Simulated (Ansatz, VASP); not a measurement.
## Two plane-wave programs on Cs

The input INCAR:

```
PREC = Accurate ; ENCUT = 520
EDIFF = 1E-7 ; ISMEAR = 0
SIGMA = 0.05 ; LREAL = F
LASPH = T ; NELM = 80
ALGO = Normal ; ISIF = 2
LWAVE = F ; LCHARG = F
NBANDS = 10
```

File KPOINTS:

```
regular mesh
0
Gamma
  10 10 10
```

The input POSCAR:

```
Cs
1.0
   -3.0231035336      3.0231035336      3.0231035336
    3.0231035336     -3.0231035336      3.0231035336
    3.0231035336      3.0231035336     -3.0231035336
Cs
1
Direct
    0.0000000000      0.0000000000      0.0000000000
```

Input for Ansatz:

```yaml
crystal:
  lattice:
    - [-3.0231035336, 3.0231035336, 3.0231035336]
    - [3.0231035336, -3.0231035336, 3.0231035336]
    - [3.0231035336, 3.0231035336, -3.0231035336]
  atoms:
    - { symbol: Cs, position: [0.0, 0.0, 0.0] }
basis:
  ecutwfc: 420
  ecutrho_ratio: 4
kpoints:
  mp_grid: { grid: [10, 10, 10] }
hamiltonian:
  xc: lda
scf:
  occupations: { method: gaussian, width: 0.05 }
output:
  forces: true
  stress: true
  eigenvalues: true
```

Alike in both runs: task single point; functional LDA; k mesh 10 × 10 × 10; occupations gaussian, width 0.05 eV; no spin polarisation.

```csv
,VASP,Ansatz
version,VASP 6.6.1,Ansatz 0.2.0
potentials or method,"VASP PAW LDA potentials, release 64 (Cs_sv)","scalar-relativistic, plane waves, PAW"
plane-wave cutoff (eV),520,420
valence electrons in the cell,9,9
```

```tsv
	VASP	Ansatz	Ansatz less VASP
pressure (GPa)	-0.3	-0.3	+0.01
```

Spin-orbit coupling is left out, which matters for the levels of Cs.
